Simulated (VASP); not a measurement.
A VASP 6.6.1 single-point calculation on GaN

INCAR

```
NELM = 93
EDIFF = 1E-7
LASPH = .TRUE.
LWAVE = .FALSE.
NBANDS = 16
NSW = 0
LREAL = Auto
PREC = Accurate
IBRION = -1
ENCUT = 520
SIGMA = 0.02
METAGGA = TPSS
ISMEAR = -1
LCHARG = .FALSE.
ISIF = 2
NELMDL = -12
```

KPOINTS

```
KPOINTS created by Atomic Simulation Environment
0
Gamma
10 10 10
0 0 0
```

POSCAR

```
Ga N
 1.0000000000000000
     0.0000000000000000    2.2489525411000000    2.3164211173000000
     2.2489525411000000    0.0000000000000000    2.3164211173000000
     2.2489525411000000    2.2489525411000000    0.0000000000000000
 Ga  N
   1   1
Cartesian
  0.0000000000000000  0.0000000000000000  0.0000000000000000
  1.1244762705500000  1.1244762705500000  1.1582105586500002
```

The recommended PBE PAW datasets give the neutral cell 18 valence electrons.

Command

```
mpirun -np 1 vasp_std
```

OSZICAR

```
N       E                     dE             d eps       ncg     rms          rms(c)
DAV:   1     0.729897784026E+02    0.72990E+02   -0.94026E+03  3680   0.201E+03
DAV:   2    -0.138350862752E+02   -0.86825E+02   -0.81603E+02  3744   0.331E+02
DAV:   3    -0.194781547438E+02   -0.56431E+01   -0.56168E+01  4064   0.748E+01
DAV:   4    -0.195370830959E+02   -0.58928E-01   -0.58920E-01  3960   0.888E+00
DAV:   5    -0.195378182770E+02   -0.73518E-03   -0.73517E-03  4200   0.892E-01
DAV:   6    -0.195378437501E+02   -0.25473E-04   -0.25473E-04  4400   0.152E-01
DAV:   7    -0.195378443192E+02   -0.56908E-06   -0.56903E-06  4256   0.176E-02
DAV:   8    -0.195378443469E+02   -0.27771E-07   -0.27786E-07  3648   0.356E-03
DAV:   9    -0.195378443482E+02   -0.12260E-08   -0.12223E-08  3160   0.835E-04
DAV:  10    -0.195378443484E+02   -0.19918E-09   -0.19884E-09  2800   0.406E-04
...
DAV:  15    -0.220102556627E+02   -0.15884E-01   -0.27522E-01  3736   0.477E+00    0.930E-01
DAV:  16    -0.220069822184E+02    0.32734E-02   -0.21448E-02  4488   0.253E+00    0.400E-01
DAV:  17    -0.220051503293E+02    0.18319E-02   -0.42264E-03  4200   0.573E-01    0.181E-01
DAV:  18    -0.220051585682E+02   -0.82389E-05   -0.10048E-03  4056   0.264E-01    0.262E-02
DAV:  19    -0.220051968303E+02   -0.38262E-04   -0.20920E-04  4928   0.169E-01    0.329E-02
DAV:  20    -0.220051834887E+02    0.13342E-04   -0.56175E-05  4464   0.983E-02    0.880E-03
DAV:  21    -0.220051850051E+02   -0.15164E-05   -0.33695E-06  3840   0.178E-02    0.210E-03
DAV:  22    -0.220051851144E+02   -0.10930E-06   -0.23848E-07  3560   0.532E-03    0.274E-04
DAV:  23    -0.220051851630E+02   -0.48563E-07   -0.23683E-08  1848   0.186E-03
   1 F= -.22005185E+02 E0= -.22005185E+02  d E =-.574477E-13
```

Standard output (part)

```
POSCAR found type information on POSCAR GaN
 POSCAR found :  2 types and       2 ions
|     You have a (more or less) 'small supercell' and for smaller cells       |
|     it is recommended to use the reciprocal-space projection scheme!        |
|     The real-space optimization is not efficient for small cells and it     |
|     is also less accurate ...                                               |
|     Therefore, set LREAL=.FALSE. in the INCAR file.                         |
 LDA part: xc-table for (None), standard interpolation
 POSCAR, INCAR and KPOINTS ok, starting setup
 WAVECAR not read
 entering main loop
```

From OUTCAR

```
k-points           NKPTS =    102   k-points in BZ     NKDIM =    102   number of bands    NBANDS=     16

   NELECT =      18.0000    total number of electrons

   dimension x,y,z NGX =    24 NGY =   24 NGZ =   24
   dimension x,y,z NGXF=    48 NGYF=   48 NGZF=   48

  energy-cutoff  :      520.00
  volume of cell :       23.43
      direct lattice vectors                 reciprocal lattice vectors
     0.000000000  2.248952541  2.316421117    -0.222325723  0.222325723  0.215850217
     2.248952541  0.000000000  2.316421117     0.222325723 -0.222325723  0.215850217
     2.248952541  2.248952541  0.000000000     0.222325723  0.222325723 -0.215850217

 k-points in reciprocal lattice and weights: KPOINTS created by Atomic Simulation Env
   0.00000000  0.00000000  0.00000000       0.001
   0.10000000 -0.00000000  0.00000000       0.008
   0.20000000 -0.00000000  0.00000000       0.008
   0.30000000 -0.00000000  0.00000000       0.008
   0.40000000 -0.00000000  0.00000000       0.008
   0.50000000 -0.00000000  0.00000000       0.004
   0.10000000  0.10000000  0.00000000       0.002
   0.20000000  0.10000000  0.00000000       0.008
   ...

 E-fermi :   5.4984

 k-point     1 :       0.0000    0.0000    0.0000
  band No.  band energies     occupation
      1     -11.1739      2.00000
      2      -8.5157      2.00000
      3      -8.4843      2.00000
      4      -8.4843      2.00000
      5      -8.1873      2.00000
      6      -8.1864      2.00000
      7       4.8720      2.00000
      8       5.0117      2.00000
      9       5.0117      2.00000
     10       6.4690      0.00000
     11      15.3764      0.00000
     12      15.3764      0.00000
     13      15.4637      0.00000
     14      22.2114      0.00000
     15      23.0845      0.00000
     16      24.0553      0.00000

 k-point     2 :       0.1000   -0.0000    0.0000
  band No.  band energies     occupation
      1     -11.0665      2.00000
      2      -8.4970      2.00000
      3      -8.4714      2.00000
      4      -8.4529      2.00000
      5      -8.1892      2.00000
      6      -8.1868      2.00000
      7       3.8152      2.00000
      8       4.8102      2.00000
      9       4.9148      2.00000
     10       7.3894      0.00000
     11      14.8408      0.00000
     12      15.5544      0.00000
     13      15.5903      0.00000
     14      21.8702      0.00000
     15      22.5768      0.00000
     16      22.8178      0.00000

 k-point     3 :       0.2000   -0.0000    0.0000
  band No.  band energies     occupation
      1     -10.7931      2.00000
      2      -8.4629      2.00000
      3      -8.4413      2.00000
      4      -8.3059      2.00000
      5      -8.1902      2.00000
      6      -8.1826      2.00000
      7       2.0144      2.00000
      8       4.5362      2.00000
      9       4.6762      2.00000
     10       8.5002      0.00000
     11      13.9868      0.00000
     12      15.7741      0.00000
     13      15.8741      0.00000
     14      20.9698      0.00000
     15      21.7708      0.00000
     16      21.9517      0.00000

 ...

  Total       -0.0569213     -0.0569213     -0.6017229      0.0000000      0.0000000      0.0000000
  in kB       -3.8920421     -3.8920421    -41.1432884      0.0000000      0.0000000      0.0000000
  external PRESSURE =     -16.3091242 kB  Pullay stress =       0.0000000 kB

 POSITION                                       TOTAL-FORCE (eV/Angst)
 -----------------------------------------------------------------------------------
      0.00000      0.00000      0.00000        -0.000000     -0.000000      0.000000
      1.12448      1.12448      1.15821         0.000000      0.000000     -0.000000
 -----------------------------------------------------------------------------------
    total drift:                               -0.000029     -0.000029      0.000013

  FREE ENERGIE OF THE ION-ELECTRON SYSTEM (eV)
  ---------------------------------------------------
  free  energy   TOTEN  =       -22.0051851630 eV

  energy  without entropy=      -22.0051851630  energy(sigma->0) =      -22.00518516
```

It converged. Results: gap between bands v and c on the k mesh 1.46 eV; least direct gap on the k mesh 1.46 eV; pressure -1.6 GPa. Band v is the last that the valence electrons fill when counted band by band, and c is the next.

For comparison, a separate PBE run of the intended cell, on usual settings and not on those above, gives a gap of 1.52 eV on its mesh and a pressure of 0.7 GPa.

The run above took about 2.2 min on one core of a shared host (Intel Xeon Platinum 8488C) and held 0.16 GiB at most.
